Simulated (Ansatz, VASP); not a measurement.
# Pd in VASP and in Ansatz

```
Pd
1.0
     0.00000    1.91997    1.91997
     1.91997    0.00000    1.91997
     1.91997    1.91997    0.00000
Pd
1
Direct
  0.00000 0.00000 0.00000
```

Alike in both runs: task relaxation of cell and atoms; functional LDA; k mesh 18 × 18 × 18; occupations fermi-dirac, width 0.15 eV; no spin polarisation.

|  | VASP | Ansatz |
| --- | --- | --- |
| version | VASP 6.6.1 | Ansatz 0.2.0 |
| potentials or method | VASP PAW LDA potentials, release 64 (Pd) | scalar-relativistic, plane waves, PAW |
| plane-wave cutoff (eV) | 600 | 420 |
| valence electrons in the cell | 10 | 18 |

|  | VASP | Ansatz | Ansatz less VASP |
| --- | --- | --- | --- |
| gap on the k mesh at the Fermi level, each at its own relaxed structure (eV) | none | none | - |
| relaxed volume (Å³/atom) | 14.21 | 14.19 | -0.017 |
| relaxed cell length with the largest relative difference (Å) | 2.719 | 2.718 | -0.0011 |

A gap of «none» marks a metal or a gap that the smearing closes. The two sets of potentials don't hold the same shells in valence. Ansatz warned: «pseudo_functional_mismatch».
